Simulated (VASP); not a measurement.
Something may be wrong with this VASP 6.6.1 calculation of PbO2.

run.py

```python
from ase import Atoms
from ase.calculators.vasp import Vasp
from ase.dft.bandgap import bandgap

atoms = Atoms(
    ['Pb', 'Pb', 'O', 'O', 'O', 'O'],
    cell=[[5.019573, 0.024946, -0.039713], [0.024946, 4.973118, -0.033226], [-0.027104, -0.022676, 3.407633]],
    scaled_positions=[[0.5, 0.5, 0.5], [0.0, 0.0, 0.0], [0.69257104, 0.69257104, 0.0], [0.80742896, 0.19257104, 0.5], [0.19257104, 0.80742896, 0.5], [0.30742896, 0.30742896, 0.0]],
    pbc=True,
)
calc = Vasp(
    directory='calc',
    xc='tpss',
    pp='PBE',
    setups='gw',
    prec='Accurate',
    encut=550,
    ediff=1e-06,
    ismear=0,
    sigma=0.05,
    lreal=False,
    lasph=True,
    nelm=67,
    algo='Normal',
    isif=2,
    lwave=False,
    lcharg=False,
    lorbit=11,
    lsorbit=True,
    gga_compat=False,
    lmixtau=True,
    ivdw=11,
    kpts=[5, 5, 6],
    gamma=True,
    nelect=62.0,
)
atoms.calc = calc

print('energy (eV):', atoms.get_potential_energy())
print('free energy (eV):', atoms.get_potential_energy(force_consistent=True))
print('forces (eV/A):')
print(atoms.get_forces())
print('stress (eV/A^3, Voigt):', atoms.get_stress())
print('Fermi level (eV):', calc.get_fermi_level())
gap, top, bottom = bandgap(calc)
print('band gap (eV):', gap, 'from (spin, k, band)', top, 'to', bottom)
```

Potentials or basis: VASP PAW PBE potentials, release 64 (Pb_d_GW, O_GW).

Command:

```sh
$ python run.py
```

Output:

```text

```

OUTCAR:

```text
ENCUT = 550.000000
   NELECT = 62.000000
[... 228 lines left out ...]
  free energy    TOTEN  =      1380.33444154 eV

  energy without entropy =     1380.33563129  energy(sigma->0) =     1380.33503641
```

**Question.** Diagnose the run.

**Answer.** The run was cut off at its time limit. The input holds a flaw that was put in on purpose: wrong number of electrons (NELECT = 62.000000).
